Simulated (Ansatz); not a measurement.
An Ansatz input:

```yaml
crystal:
  lattice:
    - [0.0, 1.9336862979, 1.9336862979]
    - [1.9336862979, 0.0, 1.9336862979]
    - [1.9336862979, 1.9336862979, 0.0]
  atoms:
    - { symbol: V, position: [0.0, 0.0, 0.0], spin: 1.0 }
hamiltonian:
  xc: pbe
  pseudopotentials:
    kind: paw
    azcp:
      V: "pseudopotentials/V.paw.azcp"
basis:
  ecutwfc: 420
  fft_grid_basis: typed
kpoints:
  mp_grid: { grid: [23, 23, 23], shift: [0, 0, 0] }
magnetization:
  spin_polarized: true
scf:
  occupations: { method: fermi_dirac, width: 0.05 }
output:
  stress: true
  write_density: true
  write_potential: true
  elf: true
  volumetric_format: npy
```

and its output:

```
Engine: ansatz 0.2.0, aarch64-unknown-linux-gnu
Pseudopotentials: kind: paw
Pseudopotential: V, paw, valence charge 13, recommended cutoff 420 eV (normal) 
Functional definition: PBE
  parameter kappa = 0.804
  parameter beta = 0.06672455060314922
  exchange = pbe_x(kappa = kappa, mu = beta*pi^2/3)
  correlation = pbe_c(beta = beta)
Crystal: 1 atoms, lattice volume = 14.461 Å³
Basis set: ecut = 420 eV, 283 PW (Γ)
Bands: 11, of which v1, the nominal top of the filled ones, is band 7 counted from 1 (6 counted from 0)
Symmetry: 48 space group operations
Space group: Fm-3m (ITA 225), of the structure as read, at distance tolerance 2.4e-5 Å
Magnetic group: BNS 225.116 (UNI 1618), of the structure as read, at distance tolerance 2.4e-5 Å
k-points: 364 of 12167
Non-local potential: V, projectors of the file, l = 0: 3, l = 1: 2, l = 2: 3, l = 3: 1
PAW form: soft (Blöchl's): semilocal exchange-correlation on the pseudo side does not see the compensation charge
PAW one-centre angular grid: V, 590 points (default); XC on 64 Gauss nodes
Initial density: superposition of atomic densities (chi_scale 0.1, normalization cell)
Starting moments: Σ|m| = 1 μB on 1 of 1 site
Initial wavefunctions: pseudopotential atomic-orbital guess
Functional: x = pbe(κ = 0.804, μ = 0.2195149727645171), c = pbe(β = 0.06672455060314922)
SCF iter   1: F=—  HF=-2912.970092 eV  |F-HF|=—  |Δ(HF+E_count)|=         —  Δρ=1.11e-1 (↑1.11e-1 ↓3.28e-2)  dr2=1.49e0  dr2_m=5.07e-1  M=0.168 μB ∫|m|=0.169 μB  β_m=0.30  ethr=3.10e-3  ⟨swp⟩=4.0  Hψ=38433  notcnv=0
Mixer restart at iter 1: flushing history
SCF iter   2: F=—  HF=-2912.045331 eV  |F-HF|=—  |Δ(HF+E_count)|=   9.25e-1  Δρ=5.06e-2 (↑5.06e-2 ↓3.78e-2)  dr2=8.48e-2  dr2_m=2.37e-1  M=0.178 μB ∫|m|=0.178 μB  β_m=0.39  ethr=3.10e-3  ⟨swp⟩=2.9  Hψ=21736  notcnv=0  defer=16
SCF iter   3: F=—  HF=-2912.051132 eV  |F-HF|=—  |Δ(HF+E_count)|=   5.80e-3  Δρ=2.79e-2 (↑2.03e-2 ↓2.79e-2)  dr2=1.06e-2  dr2_m=7.22e-2  M=0.139 μB ∫|m|=0.140 μB  β_m=0.68  ethr=6.52e-4  ⟨swp⟩=2.2  Hψ=12081  notcnv=0  defer=16
SCF iter   4: F=—  HF=-2912.162771 eV  |F-HF|=—  |Δ(HF+E_count)|=   1.12e-1  Δρ=3.22e-3 (↑3.13e-3 ↓3.22e-3)  dr2=5.39e-4  dr2_m=1.11e-3  M=0.036 μB ∫|m|=0.036 μB  β_m=0.84  ethr=8.18e-5  ⟨swp⟩=2.1  Hψ=15968  notcnv=0  defer=16
SCF iter   5: F=—  HF=-2912.162872 eV  |F-HF|=—  |Δ(HF+E_count)|=   1.01e-4  Δρ=3.18e-4 (↑3.18e-4 ↓2.80e-4)  dr2=2.58e-5  dr2_m=3.97e-6  M=0.006 μB ∫|m|=0.006 μB  β_m=0.92  ethr=4.14e-6  ⟨swp⟩=2.2  Hψ=11726  notcnv=0  defer=16
SCF iter   6: F=—  HF=-2912.163024 eV  |F-HF|=—  |Δ(HF+E_count)|=   1.52e-4  Δρ=4.38e-4 (↑4.38e-4 ↓1.88e-4)  dr2=3.60e-5  dr2_m=5.71e-6  M=0.004 μB ∫|m|=0.004 μB  β_m=0.92  ethr=1.99e-7  ⟨swp⟩=2.0  Hψ=8991  notcnv=0  defer=16
SCF iter   7: F=—  HF=-2912.163034 eV  |F-HF|=—  |Δ(HF+E_count)|=   9.73e-6  Δρ=8.11e-5 (↑8.11e-5 ↓5.36e-5)  dr2=2.19e-7  dr2_m=5.74e-7  M=0.001 μB ∫|m|=0.001 μB  β_m=0.96  ethr=1.99e-7  ⟨swp⟩=2.4  Hψ=12069  notcnv=0  defer=16
SCF iter   8: F=—  HF=-2912.163034 eV  |F-HF|=—  |Δ(HF+E_count)|=   4.25e-7  Δρ=7.63e-6 (↑7.33e-6 ↓7.63e-6)  dr2=3.05e-8  dr2_m=7.60e-11  M=0.000 μB ∫|m|=0.000 μB  β_m=0.98  ethr=1.69e-9  ⟨swp⟩=2.2  Hψ=10909  notcnv=0  defer=16
SCF iter   9: F=—  HF=-2912.163034 eV  |F-HF|=—  |Δ(HF+E_count)|=   1.61e-8  Δρ=4.43e-7 (↑4.43e-7 ↓3.42e-7)  dr2=7.43e-11  dr2_m=2.34e-12  M=-0.000 μB ∫|m|=0.000 μB  β_m=0.99  ethr=2.35e-10  ⟨swp⟩=2.8  Hψ=12797  notcnv=0  defer=16
SCF iter  10: F=-2912.163034 eV  HF=-2912.163034 eV  |F-HF|=4.09e-12  |Δ(HF+E_count)|=  6.28e-11  Δρ=1.12e-7 (↑1.03e-7 ↓1.12e-7)  dr2=5.82e-12  dr2_m=1.11e-13  M=-0.000 μB ∫|m|=0.000 μB  ethr=1.00e-12  ⟨swp⟩=3.1  Hψ=29700  notcnv=0
SCF 1 converged in 10 iterations: F = -2912.163034 eV  dr2 = 5.82e-12
WARN: the starting moments were not kept: the SCF closed with an absolute magnetisation of 8.7e-7 μB, where they sum to 1 μB in size (1 site). That is at most 0.1 of that sum. Measured as dr2_m measures the in/out step, that magnetisation stands 3.2e-13 eV from none, at or under the dr2_threshold of 1.0e-7 eV: it is no larger than a step whose dr2_m would equal this threshold. The system may hold no moment; this SCF shows only that its start led to no more than that. To try another start: raise the starting moments (crystal.atoms[].spin, magnetization.per_species, magnetization.initial_magnetization, or on a non-collinear deck that types none of these the spinor_matrix: blocks that start its atoms; where the total moment is fixed, keep their sum and leave initial_magnetization as it is; typed ones take the place of any that the run laid by itself, positive ones on a crystal's lanthanoids without a Hubbard term where scf.initial_density.shell_occupations: [] is typed) or, if the notice of its spin-set hold's release reads "site moments contracting" or "site moments show no strong build", lengthen the hold (scf.mixing.spin_hold: { on: { confirm: 4 } }; for m-r²SCAN on two components see the key's manual first). Each may lead to a state that holds a moment. A second SCF, from the converged charge density, with the starting moments and any scf.initial_density.shell_occupations laid on it anew, would have followed, and was not run: the deck does not ask for one (magnetization.retry_lost_moments is false, the default). To let it run, set magnetization.retry_lost_moments: true and run the deck again, where that key's refused combinations let it; where memory then withholds it, that run's warning says so.
SCF converged after 10 iterations
Magnetization: -0.0000 μB (6.5000 up, 6.5000 down)
Absolute magnetization: 0.0000 μB (∫|ρ↑−ρ↓|, with the PAW one-centre terms)
Spin contamination: 0.0000 ħ² per cell (⟨S²⟩ above its minimum at these occupations)
Per-site moments (μB) at R_I (Å): [(-6.631206485348425e-7, 1.1280412224943954)]
Free energy (F): -2912.163034 eV
Harris-Foulkes:  -2912.163034 eV  (|F-HF|=4.09e-12)
Internal energy: -2912.148128 eV  (E = F + TS)
E sigma→0 (E₀):  -2912.155581 eV
Entropy (-TS):   -0.014906 eV (-14.906 meV/atom)
Fermi energy:    15.498728 eV
--- Per-component energies (eV) ---
  E_band       = -162.026000
  E_kinetic    = 334.437761
  E_local      = -943.006160  (includes V_loc(G=0)·N_el)
  E_nonlocal   = -45.968726
  E_hartree    = 426.921789
  E_xc         = -129.881678
  E_vxc        = -164.595230  (∫ρ·V_xc dr)
  E_paw        = -1112.141602  (= ΣΔE_a)
  E_vpaw       = -196.737599  (= ΣTr[D̂ρ^β])
  E_aug_tail   = 0.000277  (compensation charges beyond the density's cutoff)
  E_ewald      = -1442.509788
  E_smearing   = -0.014906  (= −TS)
  E_closure    = 0.000000  (closes the sum)
  Σ components = -2912.163034   (vs F -2912.163034, Δ=0.00e0)
--- Stress (GPa, compression-positive) ---
       -6.458473      -0.000000      -0.000000
       -0.000000      -6.458473      -0.000000
        0.000000       0.000000      -6.458473
  P = ⅓ Tr σ = -6.4585 GPa (-64.585 kbar)
--- Band table (eV; the first three rows and the last of 728) ---
  k-point 0 ↑: bands = ["-48.5882", "-21.9947", "-21.9947", "-21.9947", "8.7783", "15.6703", "15.6703", "15.6703", "17.3184", "17.3184", "32.9363"]
  k-point 1 ↑: bands = ["-48.5856", "-22.0084", "-21.9964", "-21.9964", "8.8462", "15.6342", "15.6940", "15.6940", "17.3042", "17.3042", "32.9702"]
  k-point 2 ↑: bands = ["-48.5782", "-22.0484", "-22.0015", "-22.0015", "9.0472", "15.5323", "15.7597", "15.7597", "17.2682", "17.2682", "33.0213"]
  k-point 363 ↓: bands = ["-48.4048", "-22.4695", "-22.4457", "-22.2532", "13.3408", "14.3969", "14.6659", "17.0436", "18.6787", "24.2342", "24.4805"]
```
